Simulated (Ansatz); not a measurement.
**KCl: how strain makes field gradients**

```
CELL_PARAMETERS angstrom
3.63400 0.00000 0.00000
0.00000 3.63400 0.00000
0.00000 0.00000 3.63400
ATOMIC_POSITIONS crystal
K 0.00000 0.00000 0.00000
Cl 0.50000 0.50000 0.50000
```

Atom numbers follow the list: K1, Cl2.

The conventional cell has a = 3.634 Å, b = 3.634 Å, c = 3.634 Å, α = 90.00°, β = 90.00°, γ = 90.00°. K (atom 1) is surrounded by 8 Cl at 3.15 Å. Cl (atom 2) is surrounded by 8 K at 3.15 Å.

The cell is COD entry 1000050, as deposited and not checked against the literature; nothing was relaxed.

All numbers below come from Ansatz 0.2.0, DFT, PBEsol, all-electron PAW with datasets made for the crystal, scalar-relativistic.

Sampling and basis: a Γ-centred 7×7×7 k mesh, Fermi–Dirac smearing of 0.01 eV, cutoff 260 eV (chosen by the program for this cell), no spin polarisation.

The strain is applied along the Cartesian axes of the cell as listed (the other components stay zero). Fractional coordinates are held (clamped ions).

The columns are Cartesian components of the electric field gradient at the nuclei, in 10²¹ V/m².

Only quantities that a quadratic follows smoothly over the whole series are listed; rougher ones are left out.

```csv
εzz,Vzz at K1,Vzz at Cl2
-0.0200,0.27,-0.54
0.0000,0.00,0.00
0.0100,-0.13,0.26
0.0200,-0.26,0.52
```

Fit the series and give the gradient–strain slopes.

Least-squares fits y = p0 + p1 x + p2 x² to the rows give Vzz at K1: p1 = -13.2, p2 = 11; Vzz at Cl2: p1 = 26.5, p2 = -23. The slopes p1 are in 10²¹ V/m² per unit strain, for clamped ions.

One run, at εzz = -0.0100, is withheld. Predict its row.

The fits give 0.13, -0.27; the run gave 0.13, -0.27.
